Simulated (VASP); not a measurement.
Wanted: an ASE script for a VASP 6.6.1 run.

```yaml
Task: single point
Functional: RPBE
Potentials_or_basis: VASP PAW PBE potentials, release 64 (V_sv)
Cutoff: 520 eV
k_mesh: 12 × 12 × 12
Occupations: gaussian, width 0.1 eV
Spin: collinear spin, ferromagnetic start
Starting_moments: "[2.0] μB"
Further_INCAR_settings: ALGO = Normal; EDIFF = 1.00e-06; NBANDS = 16
```

V:

```
V
1.0
    -1.51435    1.51435    1.51435
     1.51435   -1.51435    1.51435
     1.51435    1.51435   -1.51435
V
1
Direct
  0.00000 0.00000 0.00000
```

One way to write it, as run:

run.py

```python
from ase import Atoms
from ase.calculators.vasp import Vasp
from ase.dft.bandgap import bandgap

atoms = Atoms(
    ['V'],
    cell=[[-1.51435, 1.51435, 1.51435], [1.51435, -1.51435, 1.51435], [1.51435, 1.51435, -1.51435]],
    scaled_positions=[[0.0, 0.0, 0.0]],
    pbc=True,
)
atoms.set_initial_magnetic_moments([2.0])
calc = Vasp(
    directory='calc',
    xc='rpbe',
    pp='PBE',
    setups='recommended',
    prec='Accurate',
    encut=520,
    ediff=1e-06,
    ismear=0,
    sigma=0.1,
    lreal=False,
    lasph=True,
    nelm=150,
    algo='Normal',
    isif=2,
    lwave=False,
    lcharg=False,
    ispin=2,
    lorbit=11,
    lmaxmix=4,
    kpts=[12, 12, 12],
    gamma=True,
    nbands=16,
)
atoms.calc = calc

print('energy (eV):', atoms.get_potential_energy())
print('free energy (eV):', atoms.get_potential_energy(force_consistent=True))
print('forces (eV/A):')
print(atoms.get_forces())
print('stress (eV/A^3, Voigt):', atoms.get_stress())
print('Fermi level (eV):', calc.get_fermi_level())
print('moment (muB):', atoms.get_magnetic_moment())
print('site moments (muB):', atoms.get_magnetic_moments())
gap, top, bottom = bandgap(calc)
print('band gap (eV):', gap, 'from (spin, k, band)', top, 'to', bottom)
```

Potentials or basis: VASP PAW PBE potentials, release 64 (V_sv).

Launch:

```sh
$ python run.py
```

Results of the run:

| Quantity | Value |
| --- | --- |
| Pressure | -1.0 GPa |
| Band gap on the k mesh | none (metal or under the smearing width) |
| Net moment | 0.00 μB per cell |
| Valence electrons inside the program's atomic spheres | V 11.59 |

Caveat: the PAW data sets were made with another functional, which shifts forces and pressure a little.

Wall time 40 s on 1 thread of Intel(R) Xeon(R) Platinum 8488C (Sapphire Rapids) (shared host), peak memory 0.14 GiB.
